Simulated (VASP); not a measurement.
The system is MnO.

```
Mn O
1.0
     3.37170    0.00000    0.00000
    -1.68585    2.91998    0.00000
     0.00000    0.00000    5.38550
Mn O
2 2
Direct
  0.33333 0.66667 0.01096
  0.66667 0.33333 0.51096
  0.33333 0.66667 0.37547
  0.66667 0.33333 0.87547
```

Measurements of this composition are mostly on another form, of space group No. 225.

Base run:

| Quantity | Value |
| --- | --- |
| Program | VASP 6.6.1 |
| Functional | PBEsol |
| Potentials or basis | VASP PAW PBE potentials, release 64 (Mn_pv, O) |
| Cutoff | 520 eV |
| k mesh | 6 × 6 × 4 |
| Occupations | gaussian, width 0.05 eV |
| Spin | collinear spin, ferromagnetic start |
| Starting moments | [4.0, 4.0, 0.0, 0.0] μB |
| Hubbard terms | Mn d U = 7 eV |

Its results: band gap on the k mesh 0.15 eV, direct; pressure 8.4 GPa; largest force 0.974 eV/Å.

Problem. After a change of settings the same cell gave: band gap on the k mesh none (metal or under the smearing width); pressure -20.0 GPa; largest force 0.392 eV/Å. Which change was it?
A. spin from collinear spin, ferromagnetic start to no spin polarisation; further incar settings from ALGO = Fast; EDIFF = 1e-07; NBANDS = 31 to ALGO = Normal; EDIFF = 1e-07
B. spin from collinear spin, ferromagnetic start to collinear spin, random start; moments at the start from [4.0, 4.0, 0.0, 0.0] to [-4.67, -4.49, 0.0, 0.0]
C. hubbard terms from Mn d U = 7 eV to none; further incar settings from ALGO = Fast; EDIFF = 1e-07; NBANDS = 31 to ALGO = Fast; EDIFF = 1e-06; NBANDS = 31

Solution. A.

Caveats: the PAW data sets were made with another functional, which shifts forces and pressure a little; U without spin polarisation on a metal has little footing (some runs).
